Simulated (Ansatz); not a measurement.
All numbers below come from DFT PBE, scalar-relativistic, plane waves, PAW (Ansatz 0.2.0). Settings: cutoff 420 eV, Γ-centred meshes spaced at most about 0.3 Å⁻¹, and about 0.25 Å⁻¹ or finer for metals (2π included), Gaussian smearing. No spin polarisation.

These are static total energies at zero pressure.

Task: Which of these relaxed structures of MgSi₂N₂ is the lowest in energy?
A.

Space group P-3m1 (No. 164). a = 3.389 Å, b = 3.389 Å, c = 6.976 Å, α = 90.00°, β = 90.00°, γ = 120.00°
```
atom  site  symmetry       x       y       z
  Mg    1a      -3m. 0.0000  0.0000  0.0000
  Si    2d       3m. 0.3333  0.6667  0.3959
   N    2d       3m. 0.3333  0.6667  0.1631
```

B.

Space group Cmmm (No. 65). a = 3.346 Å, b = 8.126 Å, c = 5.428 Å, α = 90.00°, β = 90.00°, γ = 90.00°
| atom | site | symmetry | x | y | z |
| --- | --- | --- | --- | --- | --- |
| Mg | 2c | mmm | 0.5000 | 0.0000 | 0.5000 |
| Si | 4i | m2m | 0.5000 | 0.3501 | 0.0000 |
| N | 4k | mm2 | 0.0000 | 0.0000 | 0.2401 |

C.

Space group Immm (No. 71). a = 2.637 Å, b = 5.704 Å, c = 8.592 Å, α = 90.00°, β = 90.00°, γ = 90.00°
```tsv
atom	site	symmetry	x	y	z
Mg	2a	mmm	0.0000	0.0000	0.0000
Si	4j	mm2	0.0000	0.5000	0.1345
N	4h	m2m	0.5000	0.7040	0.0000
```

Result: B. The next of these, A, lies 0.31 eV/atom higher. Counting N atoms around Mg and Si (those within 1.25 times the shortest such distance or 1.15 times the sum of covalent radii): B has Mg 4, Si 2; A has Mg 6, Si 1; C has Mg 4, Si 4. B holds Si–Si nets (shortest 2.33 Å); A holds Si–Si nets (shortest 2.44 Å); C holds Si–Si pairs (shortest 2.31 Å). All come from invented guesses. Shaken at random and relaxed again, A came back.

Weakly bound directions are ill-defined at this level, which has no dispersion term (Immm), and this can change margins and order among such cells. Cells without such a test can be saddle points. Some candidate types were left out of the draw beforehand, so a known form may be missing.
